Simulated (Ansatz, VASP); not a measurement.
**Two plane-wave programs on ZnO**

```
Zn O
1.0
     3.24198    0.00000    0.00000
    -1.62099    2.80764    0.00000
     0.00000    0.00000    5.22764
Zn O
2 2
Direct
  0.33333 0.66667 0.00145
  0.66667 0.33333 0.50145
  0.33333 0.66667 0.38065
  0.66667 0.33333 0.88065
```

Alike in both runs: functional PBEsol; k mesh 8 × 8 × 6; occupations gaussian, width 0.05 eV; no spin polarisation.

Ansatz relaxed the structure, and its values are those at the end. VASP's run is a single point on that final structure, the one shown.

|  | VASP | Ansatz |
| --- | --- | --- |
| version | VASP 6.6.1 | Ansatz 0.2.0 |
| potentials or method | VASP PAW PBE potentials, release 64 (Zn, O) | scalar-relativistic, plane waves, PAW |
| plane-wave cutoff (eV) | 520 | 420 |
| valence electrons in the cell | 36 | 36 |

```csv
,VASP,Ansatz,Ansatz less VASP
gap on the k mesh at the Fermi level (eV),0.68,0.69,+0.014
least direct gap on the mesh (eV),0.68,0.69,+0.014
pressure (GPa),-0.5,-1.4,-0.96
```

Caveats: the PAW data sets were made with another functional, which shifts forces and pressure a little (VASP).
